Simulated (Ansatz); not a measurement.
TaSi2, 9 atoms in the cell. Symmetry: P6_222, No. 180, hexagonal system. The conventional cell has a = 4.780 Å, b = 4.780 Å, c = 6.564 Å, α = 90.00°, β = 90.00°, γ = 120.00°. Ta (site symmetry 222) is surrounded by 10 Si at 2.59 to 2.76 Å. Si (site symmetry 2) is surrounded by 5 Si at 2.59 to 2.76 Å and 5 Ta at 2.59 to 2.76 Å. 

* Program: Ansatz 0.2.0
* Task: single point
* Functional: PBE
* Potentials or basis: Ansatz PAW
* Cutoff: 420 eV (not typed: the program's choice for these potentials)
* k mesh: 7 × 7 × 4
* Occupations: gaussian, width 0.013 eV
* Spin: no spin polarisation

Potentials or basis: Ansatz PAW.

Launch:

```console
$ ansatz run input.yaml --threads 4 --pin off --max-ram 11264MiB --backend cpu --events-out ev --progress --plain --runs-dir out
```

Hardware: 4 threads of Arm Neoverse V1 (shared host).

Q: How long does it take, and how much memory?

A: Wall time 3.1 s on 4 threads of Arm Neoverse V1, on a shared host, peak memory 0.43 GiB. Counts: scf iterations 6, plane waves 2523, k points 24, bands 41.
